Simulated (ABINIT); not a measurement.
Crystal: Te.

```xyz
3
Lattice="3.8203 -2.1482 0.0000 3.8203 2.1482 0.0000 -0.0943 0.0000 5.9761" Properties=species:S:1:pos:R:3 pbc="T T T"
Te    0.0000    0.0000    0.0000
Te    2.3324    0.0000    2.0248
Te    5.2139    0.0000    3.9513
```

This isn't the form of Te at room conditions, which is trigonal, of chains.

Base run:

* Program: ABINIT 10.8.3 (patched build)
* Functional: LDA
* Potentials or basis: PseudoDojo NC SR LDA v0.4.1 standard
* Cutoff: 952 eV
* k mesh: 5 × 5 × 4
* Occupations: fermi-dirac, width 0.05 eV
* Spin: no spin polarisation

Its results: band gap on the k mesh none (metal or under the smearing width); pressure -2.9 GPa; largest force 0.015 eV/Å.

Problem. The run is repeated on the same cell with these changes: functional from LDA to PBEsol; potentials or basis from PseudoDojo NC SR LDA v0.4.1 standard to PseudoDojo NC SR PBEsol v0.4.1 standard; cutoff from 952 eV to 1088 eV. What comes out?

Solution. Band gap on the k mesh none (metal or under the smearing width); pressure -1.8 GPa; largest force 0.029 eV/Å.

Not every run made on this cell is shown here.
